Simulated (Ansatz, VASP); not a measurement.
# Two plane-wave programs on Ni

File INCAR:

```
PREC = Accurate
ENCUT = 520
EDIFF = 1E-7
ISMEAR = -1
SIGMA = 0.05
LREAL = F
LASPH = T
NELM = 120
ALGO = Normal
ISIF = 2
LWAVE = F
LCHARG = F
ISPIN = 2
MAGMOM = 1 1
LORBIT = 11
LMAXMIX = 4
GGA = PE
NBANDS = 21
```

Contents of KPOINTS:

```
regular mesh
0
Gamma
  12 12 7
```

File POSCAR:

```
Ni
1.0
    2.4802374197      0.0000000000      0.0000000000
   -1.2401187098      2.1479486129      0.0000000000
    0.0000000000      0.0000000000      4.1264032895
Ni
2
Direct
    0.6666666667      0.3333333333      0.7500000000
    0.3333333333      0.6666666667      0.2500000000
```

input.yaml

```yaml
crystal:
  lattice:
    - [2.4802374197, 0.0, 0.0]
    - [-1.2401187098, 2.1479486129, 0.0]
    - [0.0, 0.0, 4.1264032895]
  atoms:
    - { symbol: Ni, position: [0.6666666667, 0.3333333333, 0.75], spin: 1.0 }
    - { symbol: Ni, position: [0.3333333333, 0.6666666667, 0.25], spin: 1.0 }
hamiltonian:
  xc: pbe
  pseudopotentials: { kind: paw }
magnetization:
  spin_polarized: true
kpoints:
  mp_grid: { grid: [12, 12, 7] }
scf:
  occupations: { method: fermi_dirac, width: 0.05 }
output:
  forces: true
  stress: true
  eigenvalues: true
  write_density: true
  write_potential: true
  elf: true
  volumetric_format: npy
```

Change from the starting cell: volume scaled by 1.04.

Alike in both runs: task single point; functional PBE; k mesh 12 × 12 × 7; occupations fermi-dirac, width 0.05 eV; collinear spin, ferromagnetic start.

```csv
,VASP,Ansatz
version,VASP 6.6.1,Ansatz 0.2.0
potentials or method,"VASP PAW PBE potentials, release 64 (Ni)",Ansatz PAW
plane-wave cutoff (eV),520,420
valence electrons in the cell,20,36
```

```tsv
	VASP	Ansatz	Ansatz less VASP
gap on the k mesh at the Fermi level (eV)	none	none	-
pressure (GPa)	-1.0	-1.0	+0.06
largest component of the traceless stress (GPa)	2.28	2.32	+0.041
net moment per atom (μB)	0.65	0.67	+0.015
size of the moment on the site where the two differ most (μB)	0.66	0.70	+0.042
```

Site moments also hang on the region over which each program counts them. A gap of «none» marks a metal or a gap that the smearing closes. The two sets of potentials don't hold the same shells in valence.
